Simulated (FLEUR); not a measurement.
# V (P6_3/mmc) in FLEUR: further runs, part 2 of 2

FLEUR MaX-R8.1 (later development tree).

## 4. Single point, LDA+U, collinear spin, ferromagnetic start

inp.xml

```xml
<?xml version="1.0" encoding="UTF-8" standalone="no"?>
<fleurInput fleurInputVersion="0.39">
   <comment>
      V                                                                                                   
   </comment>
   <calculationSetup>
      <cutoffs Kmax="4.34" Gmax="13.4" GmaxXC="13.4" numbands="0"/>
      <scfLoop itmax="100" minDistance="0.0002" maxIterBroyd="50" imix="Anderson" alpha="0.05" precondParam="0.0" spinf="2.0" sdNocoIR="T"/>
      <coreElectrons ctail="T" frcor="F" kcrel="0" coretail_lmax="0"/>
      <xcFunctional name="vwn" relativisticCorrections="F"/>
      <magnetism jspins="2"/>
      <soc l_soc="F" theta="0.0" phi="0.0" spav="F"/>
      <expertModes spex="0" secvar="F"/>
      <geometryOptimization l_f="F" forcealpha="1.0" forcemix="BFGS" epsdisp="0.00001" epsforce="0.00001"/>
      <ldaU l_linMix="F" mixParam="0.05" spinf="1.0"/>
   </calculationSetup>
   <cell>
      <bzIntegration valenceElectrons="26.0" mode="hist" fermiSmearingEnergy="0.00183747">
         <kPointListSelection listName="default-1"/>
         <!-- k-points included here -->
         <xi:include xmlns:xi="http://www.w3.org/2001/XInclude" href="kpts.xml"> </xi:include>
      </bzIntegration>
      <!-- symmetry operations included here -->
      <xi:include xmlns:xi="http://www.w3.org/2001/XInclude" href="sym.xml"> </xi:include>
      <bulkLattice scale="1.0">
         <bravaisMatrix>
            <row-1>    4.9214026020139050     0.0000000000000000     0.0000000000000000</row-1>
            <row-2>   -2.4607013009124663     4.2620596754735596     0.0000000000000000</row-2>
            <row-3>    0.0000000000000000     0.0000000000000000     8.9258114344636645</row-3>
         </bravaisMatrix>
      </bulkLattice>
   </cell>
   <atomSpecies>
      <species name="Vanadium (2.000" element="V" atomicNumber="23">
         <mtSphere radius="2.26" gridPoints="753" logIncrement="0.016"/>
         <atomicCutoffs lmax="9" lnonsphr="9"/>
         <electronConfig flipSpins="F">
            <coreConfig>(1s1/2) (2s1/2) (2p1/2) (2p3/2)</coreConfig>
            <valenceConfig>(3s1/2) (3p1/2) (3p3/2) (4s1/2) (3d3/2) (3d5/2)</valenceConfig>
            <stateOccupation state="(3d3/2)" spinUp="0.7" spinDown="0.5"/>
            <stateOccupation state="(3d5/2)" spinUp="1.8" spinDown="0.0"/>
         </electronConfig>
         <energyParameters s="4" p="4" d="3" f="4"/>
         <ldaU l="2" U="2" J="0.0" l_amf="F"/>
         <lo type="SCLO" l="0" n="3" eDeriv="0"/>
         <lo type="SCLO" l="1" n="3" eDeriv="0"/>
         <lo type="SCLO" l="1" n="3" eDeriv="1"/>
         <lo type="SCLO" l="3" n="4" eDeriv="2"/>
      </species>
   </atomSpecies>
   <atomGroups>
      <atomGroup species="Vanadium (2.000">
         <relPos label="                   1">1.000/3.000 -1.000/3.000 1.000/4.000</relPos>
         <relPos label="                   2">-1.000/3.000 1.000/3.000 -1.000/4.000</relPos>
         <force calculate="T" relaxXYZ="TTT"/>
      </atomGroup>
   </atomGroups>
   <output dos="F" band="F" slice="F">
      <checks vchk="F" cdinf="F"/>
      <bandDOS minEnergy="-.5*Htr" maxEnergy="0.5*Htr" sigma="0.015" storeEVData="T"/>
      <vacuumDOS vacdos="F" integ="F" star="F" nstars="0" locx1="0.0" locy1="0.0" locx2="0.0" locy2="0.0" nstm="0" tworkf="0.0"/>
      <unfoldingBand unfoldBand="F" supercellX="1" supercellY="1" supercellZ="1"/>
      <plotting iplot="0" polar="F">
         <plot TwoD="T" vec1="  1.0  0.0  0.0" vec2="  0.0  1.0  0.0" vec3="  0.0  0.0  1.0" zero="  0.0  0.0  0.0" file="plot"/>
      </plotting>
      <chargeDensitySlicing numkpt="0" minEigenval="0.0" maxEigenval="0.0" nnne="0" pallst="F"/>
      <specialOutput eonly="F"/>
      <moessbauerParams electricFieldGradient="T" isomerShift="T" coreHyperfine="T" valenceHyperfine="T"/>
      <magneticCircularDichroism mcd="F" energyLo="-10.0" energyUp="0.0"/>
   </output>
  <!-- We include the file relax.xml here to enable relaxations (see documentation) -->
  <xi:include xmlns:xi="http://www.w3.org/2001/XInclude" href="relax.xml"> <xi:fallback/> </xi:include>
</fleurInput>
```

crystal.txt

```
V
&input cartesian=F /
2.6042941027  0.0000000000  0.0000000000
-1.3021470513  2.2553848518  0.0000000000
0.0000000000  0.0000000000  4.7233360000
1.8897261246
1.0 1.0 1.0

2
23 0.3333333334  0.6666666668  0.2500000000 : 2.000
23 0.6666666668  0.3333333334  0.7500000000 : 2.000

&kpt div1=10 div2=10 div3=5 gamma=T /
```

Potentials or basis: all-electron, FLAPW.

On the command line:

```bash
inpgen -f crystal.txt -profile fastHighL
# inp.xml edited to the form shown
fleur_MPI
```

The program printed:

```text
Welcome to FLEUR        (www.flapw.de)
      MaX-Release 8.1          (www.max-centre.eu)

 ========== k-point set info ==========
 Selected k-point list: default-1
 k-point list type: mesh
 10 x 10 x 5
 Number of k points: 42

 ------------Calculation Setup---------------------------
 Number of MPI-tasks      :            1
 Number of PE/node        :            1
 Number of OMP-threads    :            1
 Most efficient MPI parallelization for:
           1           2           3           6           7          14          21          42
 Additional eigenvalue parallelization possible
 Number of basis functions:          326
 Approximate size of matrices (H+S) per k-point:         0.002 GB
 --------------------------------------------------------
 no density matrix found ... skipping LDA+U
 Reset of history
 Iteration:     1   Distance:      24.03795282 me/bohr^3
 Iteration:     2   Distance:      21.36086357 me/bohr^3
 Iteration:     3   Distance:      20.24345027 me/bohr^3
 Iteration:     4   Distance:      10.06475776 me/bohr^3
 Iteration:     5   Distance:       7.34026192 me/bohr^3
 Iteration:     6   Distance:       5.53169965 me/bohr^3
 Iteration:     7   Distance:       5.67774651 me/bohr^3
 Iteration:     8   Distance:       4.32601540 me/bohr^3
 Iteration:     9   Distance:       4.07290657 me/bohr^3
 Iteration:    10   Distance:       1.60542688 me/bohr^3

[... 45 further cycles ...]
 Iteration:    56   Distance:       0.03755315 me/bohr^3
 Iteration:    57   Distance:       0.02784724 me/bohr^3
 Iteration:    58   Distance:       0.00931998 me/bohr^3
 Iteration:    59   Distance:       0.00718144 me/bohr^3
 Iteration:    60   Distance:       0.00555085 me/bohr^3
 Iteration:    61   Distance:       0.00381195 me/bohr^3
 Iteration:    62   Distance:       0.00604836 me/bohr^3
 Iteration:    63   Distance:       0.00038424 me/bohr^3
 Iteration:    64   Distance:       0.00046591 me/bohr^3
 Iteration:    65   Distance:       0.00006170 me/bohr^3

 ********************************************************************
 Run finished successfully
 Stop message:
   all done
 ********************************************************************
```

Wall time 2.6 min (1 thread of Arm Neoverse V2, shared host); peak memory 0.08 GiB.

What came out:

| Property | Result |
| --- | --- |
| Free energy | -51556.9105 eV |
| Band gap on the k mesh | none (metal or under the smearing width) |
| Net moment | 0.00 μB per cell |
| Valence electrons inside the program's atomic spheres | V 11.35 (radii V 2.26 bohr) |

Levels at points of the mesh, in eV from the Fermi level:
Spin up:
| k point | band 11 | band 12 | band 13 | band 14 | band 15 | band 16 |
| --- | --- | --- | --- | --- | --- | --- |
| (0.00, 0.00, 0.00) | -0.65 | -0.30 | 0.33 | 0.33 | 0.65 | 0.65 |
| (0.00, 0.50, 0.00) | -2.59 | -0.26 | -0.26 | 0.23 | 0.76 | 3.12 |
Spin down:
```
           k point  band 9  band 10  band 11  band 12  band 13  band 14  band 15  band 16  band 17  band 18
(0.00, 0.00, 0.00)   -6.96    -3.53    -0.65    -0.30     0.33     0.33     0.65     0.65     1.98     1.98
(0.00, 0.50, 0.00)   -2.94    -2.89    -2.59    -0.26    -0.26     0.23     0.76     3.12     3.53     3.65
```

Eigenvalues of the final occupation matrices:
| site | spin | trace | eigenvalues |
| --- | --- | --- | --- |
| atom type 1 | 1 | 1.43 | 0.22 0.22 0.31 0.31 0.37 |
| atom type 1 | 2 | 1.43 | 0.22 0.22 0.31 0.31 0.37 |

Core levels (eV from the Fermi level):
```csv
atom,levels
1 V,"1s1/2 -5344.1, 2s1/2 -595.0, 2p1/2 -501.5, 2p3/2 -494.4"
2 V,"1s1/2 -5344.1, 2s1/2 -595.0, 2p1/2 -501.5, 2p3/2 -494.4"
```

Caveat: the U is typed as a test and isn't derived for this compound. The state reached can hang on the start; a lower one may exist.

## 5. Single point, LDA+U, collinear spin, ferromagnetic start

Edit inp.xml of step 4 so:

```diff
@@ -43,3 +43,3 @@
          <energyParameters s="4" p="4" d="3" f="4"/>
-         <ldaU l="2" U="2" J="0.0" l_amf="F"/>
+         <ldaU l="2" U="3" J="0.0" l_amf="F"/>
          <lo type="SCLO" l="0" n="3" eDeriv="0"/>
```

crystal.txt is that of step 4.

Potentials or basis: all-electron, FLAPW.

On the command line:

```bash
inpgen -f crystal.txt -profile fastHighL
# inp.xml edited to the form shown
fleur_MPI
```

The program printed:

```text
Welcome to FLEUR        (www.flapw.de)
      MaX-Release 8.1          (www.max-centre.eu)

 ========== k-point set info ==========
 Selected k-point list: default-1
 k-point list type: mesh
 10 x 10 x 5
 Number of k points: 42

 ------------Calculation Setup---------------------------
 Number of MPI-tasks      :            1
 Number of PE/node        :            1
 Number of OMP-threads    :            1
 Most efficient MPI parallelization for:
           1           2           3           6           7          14          21          42
 Additional eigenvalue parallelization possible
 Number of basis functions:          326
 Approximate size of matrices (H+S) per k-point:         0.002 GB
 --------------------------------------------------------
 no density matrix found ... skipping LDA+U
 Reset of history
 Iteration:     1   Distance:      24.03795282 me/bohr^3
 Iteration:     2   Distance:      20.70903320 me/bohr^3
 Iteration:     3   Distance:      19.55763523 me/bohr^3
 Iteration:     4   Distance:       9.67833410 me/bohr^3
 Iteration:     5   Distance:       8.59133831 me/bohr^3
 Iteration:     6   Distance:       3.14406570 me/bohr^3
 Iteration:     7   Distance:       3.20087548 me/bohr^3
 Iteration:     8   Distance:       1.42342005 me/bohr^3
 Iteration:     9   Distance:       1.57643708 me/bohr^3
 Iteration:    10   Distance:       1.21533543 me/bohr^3
[... 7 lines left out ...]
 Iteration:    18   Distance:       0.02489680 me/bohr^3
 Iteration:    19   Distance:       0.02858743 me/bohr^3
 Iteration:    20   Distance:       0.01543952 me/bohr^3
 Iteration:    21   Distance:       0.01066381 me/bohr^3
 Iteration:    22   Distance:       0.00213523 me/bohr^3
 Iteration:    23   Distance:       0.00283049 me/bohr^3
 Iteration:    24   Distance:       0.00171283 me/bohr^3
 Iteration:    25   Distance:       0.00168097 me/bohr^3
 Iteration:    26   Distance:       0.00061208 me/bohr^3
 Iteration:    27   Distance:       0.00012598 me/bohr^3

 ********************************************************************
 Run finished successfully
 Stop message:
   all done
 ********************************************************************
```

Run time: 63 s. Hardware: 1 thread of Arm Neoverse V2, shared host; peak memory 0.07 GiB.

What came out:

```yaml
Free_energy: -51554.9181 eV
Band_gap_on_the_k_mesh: none (metal or under the smearing width)
Net_moment: 1.27 μB per cell
Site_moments: V +0.54 μB
Valence_electrons_inside_the_program's_atomic_spheres: V 11.34 (radii V 2.26 bohr)
```

Eigenvalues of the final occupation matrices:
```tsv
site	spin	trace	eigenvalues
atom type 1	1	1.68	0.23 0.23 0.38 0.38 0.47
atom type 1	2	1.17	0.18 0.18 0.26 0.26 0.30
```

Core levels (eV from the Fermi level):
```csv
atom,levels
1 V,"1s1/2 -5344.2, 2s1/2 -595.3, 2p1/2 -501.7, 2p3/2 -494.7"
2 V,"1s1/2 -5344.2, 2s1/2 -595.3, 2p1/2 -501.7, 2p3/2 -494.7"
```

Caveat: the U is typed as a test and isn't derived for this compound. The state reached can hang on the start; a lower one may exist.

## 6. Summary

| U | gap on the mesh (eV) | moment (μB) |
| --- | --- | --- |
| V d U = 0.0 eV | none | 0.00 |
| V d U = 1 eV | none | 0.00 |
| V d U = 2 eV | none | 0.00 |
| V d U = 3 eV | none | 1.27 |

Alike in all rows: task single point; level LDA+U; potentials or basis all-electron, FLAPW; spin collinear, ferromagnetic start; cell as given; k mesh 10 × 10 × 5; smearing fermi-dirac 0.05 eV; kmax 4.34 1/bohr.

Every run on the cell as given and a fine mesh finds a metal.

Caveats: the U is typed as a test and isn't derived for this compound.

Compare energies only between runs with the same functional and basis.
